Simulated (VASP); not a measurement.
Input of a VASP 6.6.1 run:

The input POSCAR:

```
Mo                                      
1.0
   -1.5656777643      1.5656777643      1.5656777643
    1.5656777643     -1.5656777643      1.5656777643
    1.5656777643      1.5656777643     -1.5656777643
  Mo            
     1
Direct
     0.0000000000000000    0.0000000000000000    0.0000000000000000
```

File INCAR.step1:

```
PREC     = Accurate       # precision mode
ENCUT    = 520            # plane-wave cutoff, eV
EDIFF    = 1E-7           # SCF threshold, eV
ISMEAR   = 0              # smearing method
SIGMA    = 0.1            # smearing width, eV
LREAL    = False          # projectors in reciprocal space
LASPH    = True           # aspherical terms in the spheres
NELM     = 100            # most SCF steps
ALGO     = Normal         # electronic algorithm
ISIF     = 2              # what is computed and relaxed
LWAVE    = False          # write WAVECAR
LCHARG   = True           # write CHGCAR
MAGMOM   = 0 0 0          # initial moments
LSORBIT  = True           # spin-orbit coupling
GGA_COMPAT= False        
LMAXMIX  = 4              # l up to which the mixer works
GGA      = PS             # functional
KPAR     = 4
```

KPOINTS.step1

```
Automatic mesh
0
Gamma
  18 18 18
```

INCAR.step2

```
PREC     = Accurate       # precision mode
ENCUT    = 520            # plane-wave cutoff, eV
EDIFF    = 1E-7           # SCF threshold, eV
ISMEAR   = -5             # smearing method
SIGMA    = 0.1            # smearing width, eV
LREAL    = False          # projectors in reciprocal space
LASPH    = True           # aspherical terms in the spheres
NELM     = 100            # most SCF steps
ALGO     = Normal         # electronic algorithm
ISIF     = 2              # what is computed and relaxed
LWAVE    = False          # write WAVECAR
LCHARG   = False          # write CHGCAR
MAGMOM   = 0 0 0          # initial moments
LORBIT   = 11             # projections on sites
LSORBIT  = True           # spin-orbit coupling
GGA_COMPAT= False        
LMAXMIX  = 4              # l up to which the mixer works
GGA      = PS             # functional
KPAR     = 4            
NEDOS    = 2001           # points of the DOS
ICHARG   = 11             # starting density
```

KPOINTS.step2

```
Automatic mesh
0
Gamma
  27 27 27
```

Potentials or basis: VASP PAW PBE potentials, release 64 (Mo_sv).

Launch:

```sh
$ cat potpaw_PBE.64/Mo_sv/POTCAR > POTCAR
$ cp INCAR.step1 INCAR
$ cp KPOINTS.step1 KPOINTS
$ mpirun -np 4 vasp_ncl > vasp.out
$ cp INCAR.step2 INCAR
$ cp KPOINTS.step2 KPOINTS
$ mpirun -np 4 vasp_ncl > vasp.out
```

Question: Predict the net moment.

Answer: 0.00 μB per cell.

Moments on the atoms (μB; x, y, z):
```
Mo  0.00 0.00 0.00
```
